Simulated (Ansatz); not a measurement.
# 5-layer 1T-IrSSe (AA) in a perpendicular field, part 3 of 3

Wanted: the out-of-plane response of the 5-layer 1T-IrSSe (AA). A positive field points along +c.

Ansatz 0.2.0; plane-wave DFT, PBE-D3(BJ), Ansatz PAW.

So far. Step 8 (Single point, field 0.3 V/Å): The dipole is 0.448 e·Å, 0.447 e·Å from its value without field.

## Step 9: Response, atoms held

This step: plane-wave DFT, PBE-D3(BJ), Ansatz PAW; response to a field along the normal, atoms held (Ansatz 0.2.0).

The dipoles give the slope, and the difference of two potentials shows where the field is screened.

Numbers from this step:

```yaml
equivalent_conductor_thickness_p_eps_0ae: 24.19 Å
distance_between_the_outer_atoms: 22.05 Å
```

Table of dipole of the cell by applied field:

| applied field (V/Å) | dipole of the cell (e·Å) |
| --- | --- |
| -0.050 | -0.0734 |
| 0.000 | 0.00106 |
| 0.050 | 0.0755 |
| 0.100 | 0.150 |
| 0.200 | 0.299 |
| 0.300 | 0.448 |

Local field over the applied field, running mean. From the potentials at -0.05 and 0.05 V/Å; running mean over 2.5 Å. Local field over applied field against z:

| z (Å) | local field over applied field |
| --- | --- |
| 6 | 0.958 |
| 8 | 0.455 |
| 10 | 0.0244 |
| 12 | -9.7e-4 |
| 14 | -3.7e-4 |
| 16 | -8.0e-5 |
| 18 | 6.7e-4 |
| 20 | 2.1e-4 |
| 22 | 6.2e-4 |
| 24 | 4.1e-4 |
| 26 | -0.00242 |
| 28 | -0.00480 |
| 30 | 0.0248 |
| 32 | 0.486 |
| 34 | 0.973 |

Electrons, planar mean, per unit field. The induced electron density by z:

| z (Å) | induced electron density (e/Å³ per V/Å) |
| --- | --- |
| 5 | 2.5e-5 |
| 6 | 2.0e-4 |
| 7 | 0.00125 |
| 8 | 0.00336 |
| 9 | 0.00101 |
| 10 | -5.6e-4 |
| 11 | 1.5e-4 |
| 12 | -1.1e-4 |
| 13 | 9.6e-6 |
| 14 | 2.0e-5 |
| 15 | -1.2e-5 |
| 16 | -2.0e-6 |
| 17 | -9.2e-6 |
| 18 | -1.2e-5 |
| 19 | 1.0e-5 |
| 20 | -8.2e-6 |
| 21 | 4.1e-6 |
| 22 | -5.3e-6 |
| 23 | -7.8e-6 |
| 24 | 1.4e-5 |
| 25 | 3.5e-5 |
| 26 | 3.7e-5 |
| 27 | 6.1e-6 |
| 28 | -9.0e-6 |
| 29 | 4.3e-7 |
| 30 | -4.9e-4 |
| 31 | -3.6e-4 |
| 32 | -0.00382 |
| 33 | -9.9e-4 |
| 34 | -1.2e-4 |
| 35 | -1.2e-5 |

By hand: between -0.05 and 0.05 V/Å the dipole changes by 0.1489 e·Å, a slope of 1.489 e·Å²/V. A perfect conductor of thickness t has p = ε₀AEt, so t = 180.95 × 1.489 / 11.137 = 24.19 Å (e/ε₀ = 180.95 V·Å, A in Å²).

The induced dipole is that of a conductor 24.19 Å thick.

## Step 10: Varying the input

This step: plane-wave DFT, PBE-D3(BJ), Ansatz PAW (Ansatz 0.2.0).

A run with a changed input: it repeats the earlier run at 0.05 V/Å with scf.occupations.method from fermi_dirac to methfessel_paxton and scf.occupations.width from 0.02585 to 0.005.

The input, input.yaml:

```yaml
crystal:
  lattice:
    - [3.5860137171, 0.0, 0.0]
    - [-1.7930068585, 3.1055789773, 0.0]
    - [0.0, 0.0, 40.0524515022]
  atoms:
    - { symbol: Se, position: [0.6666666667, 0.3333333333, 0.2247053467] }
    - { symbol: Ir, position: [0.0, 0.0, 0.260090463] }
    - { symbol: S, position: [0.3333333333, 0.6666666667, 0.2879702628] }
    - { symbol: Se, position: [0.6666666667, 0.3333333333, 0.3471600973] }
    - { symbol: Ir, position: [0.0, 0.0, 0.3819707221] }
    - { symbol: S, position: [0.3333333333, 0.6666666667, 0.4102656992] }
    - { symbol: Se, position: [0.6666666667, 0.3333333333, 0.4690041312] }
    - { symbol: Ir, position: [0.0, 0.0, 0.5036637653] }
    - { symbol: S, position: [0.3333333333, 0.6666666667, 0.5319875119] }
    - { symbol: Se, position: [0.6666666667, 0.3333333333, 0.5907913511] }
    - { symbol: Ir, position: [0.0, 0.0, 0.6254937673] }
    - { symbol: S, position: [0.3333333333, 0.6666666667, 0.6537327843] }
    - { symbol: Se, position: [0.6666666667, 0.3333333333, 0.7121304214] }
    - { symbol: Ir, position: [0.0, 0.0, 0.7478380902] }
    - { symbol: S, position: [0.3333333333, 0.6666666667, 0.7752946533] }
kpoints:
  mp_grid: { grid: [18, 18, 1] }
  band_path:
    path: [[0, 0, 0], [0.5, 0, 0], [0.33333333, 0.33333333, 0], [0, 0, 0]]
    npoints: 16
hamiltonian:
  xc: pbe
  dispersion: d3bj
scf:
  occupations: { method: methfessel_paxton, width: 0.005 }
  convergence: { dr2_threshold: 1.0e-10 }
efield:
  axis: 3
  dipole_correction: true
  ramp_position: 0.97
  ramp_width: 0.06
  amplitude: 0.05
output:
  write_potential: true
  write_density: true
  volumetric_format: npy
```

The run is started by

```bash
> ansatz run input.yaml --threads 4 --pin off --max-ram 12288MiB --backend cpu --events-out ev --progress --plain --runs-dir out
```

Numbers of over 12 decimals in the logs are rounded to 6 here.

Output:

```text
[...]
Crystal: 15 atoms, lattice volume = 446.050 Å³
Basis set: ecut = 420 eV, 8563 PW (Γ)
Bands: 117, of which v1, the nominal top of the filled ones, is band 98 counted from 1 (97 counted from 0)
Symmetry: 6 space group operations
[...]
k-points: 37 of 324 (time reversal used)
[...]
SCF iter   1: F=—  HF=-91543.038213 eV  |F-HF|=—  |Δ(HF+E_count)|=         —  Δρ=3.72e-2  dr2=6.42e0  ethr=3.10e-3  p=0.075 e·Å  D=3.02e-2 V/Å  ΔV_dip=-1.21 eV  dr2_dipole=1.13e0  V_vac-E_F(+/−)=6.75/6.12 eV  ⟨swp⟩=6.8  Hψ=16812  notcnv=0  defer=116
[...]
SCF iter  18: F=-91542.219949 eV  HF=-91542.219949 eV  |F-HF|=2.91e-10  |Δ(HF+E_count)|=  1.46e-11  S|Δr|=    0.00e0  Δρ=4.16e-8  dr2=1.33e-11  ethr=1.00e-12  p=0.077 e·Å  D=3.10e-2 V/Å  ΔV_dip=-1.24 eV  dr2_dipole=1.37e-13  V_vac-E_F(+/−)=5.72/5.11 eV  ⟨swp⟩=12.8  Hψ=14998  notcnv=0
SCF 1 converged in 18 iterations: F = -91542.219949 eV  dr2 = 1.33e-11
[...]
SCF converged after 18 iterations
Stability not checked: this state was not tested for a lower state beside it, because cold or Methfessel-Paxton smearing, or corrected tetrahedra, fill the levels in a way that the test cannot read (fill_not_monotonic; see scf.lower_state_search)
Free energy (F): -91542.219949 eV
[...]
Internal energy: -91542.219886 eV  (E = F + TS)
E sigma→0 (E₀):  -91542.219933 eV
Entropy (-TS):   -0.000063 eV (-0.004 meV/atom)
Fermi energy:    5.610544 eV
Dipole field:    D = 0.031035 V/Å  (p = 0.076502 e·Å, saw-weighted, corrected)
Work function:   not extracted (applied field tilts the vacuum); planar V_es + V_field profile in the machine report
[...]
--- Band table (eV; the first three rows and the last of 37) ---
  k-point 0: bands = [... 94 lower, 5.3207, 5.3207, 5.5695, 5.7524, 6.0874, 6.4557, 8.5098, 8.5098, ... 15 higher]
  k-point 1: bands = [... 94 lower, 5.3723, 5.5391, 5.9022, 6.0460, 6.2570, 6.4565, 8.3225, 8.4263, ... 15 higher]
  k-point 2: bands = [... 94 lower, 5.4906, 5.7389, 6.2262, 6.3418, 6.4050, 6.5138, 8.0515, 8.2011, ... 15 higher]
  k-point 36: bands = [... 94 lower, 5.1251, 5.1680, 5.2466, 5.4153, 5.5824, 5.6790, 7.3335, 7.5029, ... 15 higher]
```

It took 2.2 min on 4 threads of Arm Neoverse V2, shared host; peak memory 2.5 GiB.

This step gave:

- dipole along the normal: 0.07650 e·Å

Electronic bands along the path, in eV, zero at the Fermi level:

| point | band 95 | band 96 | band 97 | band 98 | band 99 | band 100 | band 101 | band 102 |
| --- | --- | --- | --- | --- | --- | --- | --- | --- |
| Γ | -0.29 | -0.29 | -0.04 | 0.14 | 0.48 | 0.85 | 2.90 | 2.90 |
| halfway | -0.14 | -0.05 | -0.04 | 0.21 | 0.51 | 0.81 | 1.86 | 2.02 |
| M | -1.22 | -1.17 | -1.11 | -1.08 | -0.91 | -0.73 | 2.50 | 2.58 |
| halfway | -0.88 | -0.53 | -0.38 | -0.24 | -0.16 | -0.11 | 2.18 | 2.26 |
| K | -0.49 | -0.44 | -0.36 | -0.20 | -0.03 | 0.07 | 1.72 | 1.89 |
| halfway | -0.18 | 0.08 | 0.17 | 0.27 | 0.43 | 0.61 | 1.92 | 2.11 |
| Γ | -0.29 | -0.29 | -0.04 | 0.14 | 0.48 | 0.85 | 2.90 | 2.90 |

| quantity | this run | earlier run | difference |
| --- | --- | --- | --- |
| dipole along the normal (e·Å) | 0.07650 | 0.07550 | 0.0010 |

It moves by +0.00101 e·Å.

Of the bands kept, 5 cross the Fermi level on this path.

## Step 11: The same run with other settings

Another changed input: it repeats the earlier run at 0.05 V/Å with kpoints.mp_grid.grid from [18, 18, 1] to [9, 9, 1], basis.ecutwfc to 25.7 Ry and scf.convergence.dr2_threshold from 1e-10 to 1e-06.

input.yaml: that of step 10 with these lines changed.

```diff
@@ -22,3 +22,3 @@
 kpoints:
-  mp_grid: { grid: [18, 18, 1] }
+  mp_grid: { grid: [9, 9, 1] }
   band_path:
@@ -30,4 +30,4 @@
 scf:
-  occupations: { method: methfessel_paxton, width: 0.005 }
-  convergence: { dr2_threshold: 1.0e-10 }
+  occupations: { method: fermi_dirac, width: 0.02585 }
+  convergence: { dr2_threshold: 1.0e-06 }
 efield:
@@ -42 +42,3 @@
   volumetric_format: npy
+basis:
+  ecutwfc: "25.7 Ry"
```

Output:

```text
Warning: basis.ecutwfc = 349.666313 eV is below the records' recommended 420 eV, and the density's cutoff is lower with it unless basis.ecutrho_ratio is high enough to keep the records' density cutoff: compare with a run at a higher cutoff
[...]
Crystal: 15 atoms, lattice volume = 446.050 Å³
Basis set: ecut = 349.666313 eV, 6735 PW (Γ)
Bands: 117, of which v1, the nominal top of the filled ones, is band 98 counted from 1 (97 counted from 0)
Symmetry: 6 space group operations
[...]
k-points: 12 of 81 (time reversal used)
[...]
SCF iter   8: F=-91542.158302 eV  HF=-91542.158302 eV  |F-HF|=4.09e-7  |Δ(HF+E_count)|=   2.23e-6  Δρ=7.03e-6  dr2=4.84e-7  ethr=5.13e-10  p=0.076 e·Å  D=3.08e-2 V/Å  ΔV_dip=-1.23 eV  dr2_dipole=1.98e-7  V_vac-E_F(+/−)=5.71/5.10 eV  ⟨swp⟩=11.4  Hψ=6261  notcnv=0
SCF 1 converged in 8 iterations: F = -91542.158302 eV  dr2 = 4.84e-7
[...]
SCF converged after 8 iterations
Free energy (F): -91542.158302 eV
[...]
Internal energy: -91542.137650 eV  (E = F + TS)
E sigma→0 (E₀):  -91542.147976 eV
Entropy (-TS):   -0.020651 eV (-1.377 meV/atom)
Fermi energy:    5.623387 eV
Dipole field:    D = 0.031182 V/Å  (p = 0.076865 e·Å, saw-weighted, corrected)
Work function:   not extracted (applied field tilts the vacuum); planar V_es + V_field profile in the machine report
[...]
--- Band table (eV; the first three rows and the last of 12) ---
  k-point 0: bands = [... 94 lower, 5.3094, 5.3094, 5.5690, 5.7467, 6.0814, 6.4467, 8.5074, 8.5074, ... 15 higher]
  k-point 1: bands = [... 94 lower, 5.4801, 5.7534, 6.2236, 6.3420, 6.3988, 6.5034, 8.0511, 8.1989, ... 15 higher]
  k-point 2: bands = [... 94 lower, 5.5157, 5.6045, 5.6873, 5.9748, 6.2710, 6.5530, 7.5978, 7.6743, ... 15 higher]
  k-point 11: bands = [... 94 lower, 5.1240, 5.1605, 5.2420, 5.4176, 5.5811, 5.6823, 7.3281, 7.5067, ... 15 higher]
```

It took 51 s on 4 threads; peak memory 1.8 GiB; 3.3 min of CPU time.

| quantity | this run | earlier run | difference |
| --- | --- | --- | --- |
| dipole along the normal (e·Å) | 0.07687 | 0.07550 | 0.0014 |

It moves by +0.00137 e·Å.

The change shows in the results, which are not taken further.

## Step 12: Results

```json
{
  "gap without field": "none",
  "work function, upper face": "5.42 eV",
  "equivalent conductor thickness, atoms held": "24.2 Å"
}
```

In words: The induced dipole equals that of a perfect conductor 24.19 Å thick, while the outer atoms lie 22.05 Å apart. There is no gap over 0.03 eV, with or without the field. Atoms moved by up to 1.9 Å in the relaxation, so the end structure is to be read from its coordinates and not from the name. The first relaxation ran with spin and lost its moment, and the later runs have none; other magnetic states were not tried. Spin-orbit coupling is left out, which matters for the bands of elements this heavy. After relaxation neighbouring layers come as close as 2.3 Å along the normal, so they are bonded in part and no longer a van der Waals stack.

[Logs are printed without paths, hosts, clocks, repeated set-up lines and the standing remarks that a program may print on its own settings, such as how far it seeks lower states.]

[Hosts, paths, dates, database ids (printed as entryN), source tags and the programs' standing remarks are cut or masked in the printed files.]

[Maps of the electrostatic potential energy from Ansatz leave out the sawtooth potential of an applied field or a dipole correction, so their vacuum need not be flat; planar profiles and work functions include it.]
